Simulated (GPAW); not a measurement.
A run of GPAW 26.7.0 is set up as follows.

File run.py:

```python
from ase.dft.bandgap import bandgap
from ase.io import read, write
from ase.units import GPa
from gpaw import GPAW, PW, setup_paths

setup_paths.insert(0, '.')

atoms = read('AlN.xyz')

calc = GPAW(mode=PW(800),
            xc='GGA_X_PW91+GGA_C_PW91',
            kpts={'size': (7, 7, 4), 'gamma': True},
            occupations={'name': 'fermi-dirac', 'width': 0.05},
            nbands=18,
            convergence={'density': 1e-05, 'energy': 1e-05},
            maxiter=150,
            txt='gpaw.txt')
atoms.calc = calc
energy = atoms.get_potential_energy()
forces = atoms.get_forces()
stress = atoms.get_stress()
calc.write('gs.gpw')
write('result.traj', atoms)
print(f'Energy: {energy:.6f} eV')
print('Forces (eV/A):')
print(forces.round(4))
print('Stress (GPa):', (stress / GPa).round(3))
print('Fermi level:', round(calc.get_fermi_level(), 4), 'eV')
print(f'Gap: {bandgap(calc)[0]:.4f} eV, direct: {bandgap(calc, direct=True)[0]:.4f} eV')

path = atoms.cell.bandpath('GMKGALHA,LM,KH', npoints=80, eps=1e-4)
bs_calc = calc.fixed_density(kpts=path, symmetry='off', nbands=29,
                             convergence={'bands': 'CBM+6.0', 'eigenstates': 1e-6}, txt='bands.txt')
bs = bs_calc.band_structure()
bs.write('bs.json')
print(f'Gap on the path: {bandgap(bs_calc)[0]:.4f} eV')
```

The input AlN.xyz:

```xyz
4
Lattice="3.1130000000 0.0000000000 0.0000000000 -1.5565000000 2.6959370820 0.0000000000 0.0000000000 0.0000000000 4.9810000000" Properties=species:S:1:pos:R:3 pbc="T T T"
Al     1.5565000002      0.8986456939      2.4905000000
Al    -0.0000000002      1.7972913881      0.0000000000
N      1.5565000002      0.8986456939      4.3832800000
N     -0.0000000002      1.7972913881      1.8927800000
```

Potentials or basis: PAW data sets generated in the run's folder for this functional, pw.

Launch:

```console
$ gpaw-setup -f GGA_X_PW91+GGA_C_PW91 Al N
$ OMP_NUM_THREADS=1 python run.py
```

Problem. Predict the band gap on the k mesh.

Solution. 4.27 eV, direct.

Problem. What does it give for the band gap along the path?

Solution. 4.27 eV, direct.

Problem. Predict the largest force.

Solution. 0.130 eV/Å.

Forces in eV/Å, atoms in the order of the input:
```
Al   0.000  0.000 -0.128
Al   0.000  0.000 -0.128
N    0.000  0.000  0.130
N    0.000  0.000  0.130
```

**Experimental background.**

“Structural and optical properties of self-assembled AlN nanowires grown on SiO2/Si substrates by molecular beam epitaxy”, 2024, arxiv:2402.00216 quotes, for a bulk crystal of AlN at 0 K: band gap 6.0343 eV (an exciton energy, a little under the gap).

A measured gap of AlN is 6.0343 eV (an exciton energy, a little under the gap; 0 K; quoted in “Structural and optical properties of self-assembled AlN nanowires grown on SiO2/Si substrates by molecular beam epitaxy”, 2024, arxiv:2402.00216); the calculated 4.27 eV misses it by -1.77 eV. 2 values of this kind are on record (6.034 to 6.0343 eV); this one was drawn at random. The value is that of PW91, without temperature or zero-point motion. Semilocal functionals fall short of measured gaps as a rule.
